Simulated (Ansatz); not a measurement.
Set up this calculation in Ansatz 0.2.0, as the native input.

* Task: single point
* Functional: PBEsol
* Potentials or basis: all-electron LAPW, scalar-relativistic
* Cutoff: 232 eV (chosen from the basis error)
* Basis error allowed: 0.001 eV/atom
* k mesh: 11 × 11 × 11
* Occupations: fermi-dirac, width 0.05 eV
* Spin: no spin polarisation

Ti:

```
Ti
1.0
     0.02177    1.99869    2.03132
     2.00646    0.00299    2.05009
     2.03951    2.05051   -0.03005
Ti
1
Direct
  0.98433 0.00381 0.00663
```

The cell isn't the ideal one: cell strained at random at fixed volume.

These files were run (other wordings do the same):

input.yaml

```yaml
crystal:
  lattice:
    - [0.021768, 1.998691, 2.031315]
    - [2.006457, 0.002994, 2.050089]
    - [2.039505, 2.050514, -0.030055]
  atoms:
    - { symbol: Ti, position: [-0.01567, 0.00381, 0.006629] }
kpoints:
  mp_grid: { grid: [11, 11, 11] }
scf:
  occupations: { method: fermi_dirac, width: 0.05 }
hamiltonian:
  xc: pbesol
  pseudopotentials: { kind: all_electron, lapw: { basis_error: 0.001 } }
output:
  forces: true
  stress: true
  eigenvalues: true
  populations: true
```

Potentials or basis: all-electron LAPW, scalar-relativistic.

Command:

```sh
$ ansatz run input.yaml --threads 1 --pin off --max-ram 3072MiB --backend cpu --events-out ev --progress --plain --runs-dir out
```

It gave:

The pressure is -0.4 GPa. The band gap on the k mesh is none (metal or under the smearing width).

It took 38 s on 1 thread of Intel(R) Xeon(R) Platinum 8375C CPU @ 2.90GHz (Ice Lake) (shared host), peak memory 0.55 GiB.
